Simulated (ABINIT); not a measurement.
Moving the starting magnetic order in Co

```cif
data_structure
_symmetry_space_group_name_H-M 'P6_3/mmc'
_symmetry_Int_Tables_number 194
_cell_length_a 2.4720
_cell_length_b 2.4720
_cell_length_c 4.0211
_cell_angle_alpha 90.000
_cell_angle_beta 90.000
_cell_angle_gamma 120.000
_cell_volume 21.28
loop_
_atom_site_label
_atom_site_type_symbol
_atom_site_symmetry_multiplicity
_atom_site_Wyckoff_symbol
_atom_site_fract_x
_atom_site_fract_y
_atom_site_fract_z
_atom_site_occupancy
Co1 Co 2 c 0.66667 0.33333 0.75000 1
```

Kept alike: task single point; functional PBE; k mesh 12 × 12 × 7; occupations fermi-dirac, width 0.05 eV. Program: ABINIT, JTH PAW PBE v2.0, cutoff 707 eV. The mesh is that of the run's cell of 2 atoms. No spin-orbit coupling.

| starting magnetic order | largest site moment (μB) | moment of the cell (μB) | free energy over the lowest row (meV/atom) |
| --- | --- | --- | --- |
| antiferromagnetic start | 0.86 | 0.00 | 212.54 |
| ferrimagnetic start | 0.86 | 0.00 | 212.54 |
| ferromagnetic start | 1.68 | 3.21 | 0.00 |
| ferromagnetic start, larger moments | 1.68 | 3.21 | 0.00 |
| non-magnetic | 0.00 | 0.00 | 212.13 |
| random start | 1.68 | 3.21 | 0.00 |

For a metal such a mesh leaves the last digits unconverged. Moments of the cell are magnitudes, and a label names the start alone. The runs hold the magnetic state that their start led to, which needn't be the lowest. The row without spin has no moments by construction. Site moments count inside each atom's sphere or projector.

Problem. What does the starting magnetic order change here?

Solution. The largest site moment runs from 0.00 (non-magnetic) to 1.68 μB (ferromagnetic start; ferromagnetic start, larger moments; random start). The moment of the cell runs from 0.00 (antiferromagnetic start; ferrimagnetic start; non-magnetic) to 3.21 μB (ferromagnetic start; ferromagnetic start, larger moments; random start). The free energy is lowest at ferromagnetic start; ferromagnetic start, larger moments; random start, and 212.54 meV an atom higher at antiferromagnetic start; ferrimagnetic start. Starts that end at one energy have found one state: antiferromagnetic start; ferrimagnetic start | ferromagnetic start; ferromagnetic start, larger moments; random start.
